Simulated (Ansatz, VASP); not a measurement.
# Ag: VASP beside Ansatz

```
CELL_PARAMETERS angstrom
0.00000 2.05663 2.05663
2.05663 0.00000 2.05663
2.05663 2.05663 0.00000
ATOMIC_POSITIONS crystal
Ag 0.00000 0.00000 0.00000
```

Change from the starting cell: volume scaled by 1.02.

Alike in both runs: task single point; functional PBE; k mesh 15 × 15 × 15; occupations fermi-dirac, width 0.05 eV; no spin polarisation.

|  | VASP | Ansatz |
| --- | --- | --- |
| version | VASP 6.6.1 | Ansatz 0.2.0 |
| potentials or method | VASP PAW PBE potentials, release 64 (Ag), cutoff 520 eV | all-electron LAPW, scalar-relativistic |

|  | VASP | Ansatz | Ansatz less VASP |
| --- | --- | --- | --- |
| pressure (GPa) | 2.2 | 2.4 | +0.12 |

Ansatz ran all-electron here, so the differences hold the error of VASP's frozen core and of both bases.
